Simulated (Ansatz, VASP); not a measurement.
C: VASP beside Ansatz

```
CELL_PARAMETERS angstrom
0.00000 1.77693 1.77693
1.77693 0.00000 1.77693
1.77693 1.77693 0.00000
ATOMIC_POSITIONS crystal
C 0.00000 0.00000 0.00000
C 0.25000 0.25000 0.25000
```

Alike in both runs: functional PBEsol; k mesh 8 × 8 × 8; occupations gaussian, width 0.1 eV; no spin polarisation.

Ansatz relaxed the structure, and its values are those at the end. VASP's run is a single point on that final structure, the one shown.

|  | VASP | Ansatz |
| --- | --- | --- |
| version | VASP 6.6.1 | Ansatz 0.2.0 |
| potentials or method | VASP PAW PBE potentials, release 64 (C) | scalar-relativistic, plane waves, PAW |
| plane-wave cutoff (eV) | 520 | 420 |
| valence electrons in the cell | 8 | 8 |

Ansatz gave:

| Property | Result |
| --- | --- |
| gap on the k mesh at the Fermi level (eV) | 4.03 |
| least direct gap on the mesh (eV) | 5.57 |
| pressure (GPa) | 0.0 |

Task: Which values does VASP return?

Result: gap on the k mesh at the Fermi level (eV): 4.03; least direct gap on the mesh (eV): 5.57; pressure (GPa): 1.1.

Caveats: the PAW data sets were made with another functional, which shifts forces and pressure a little (VASP).
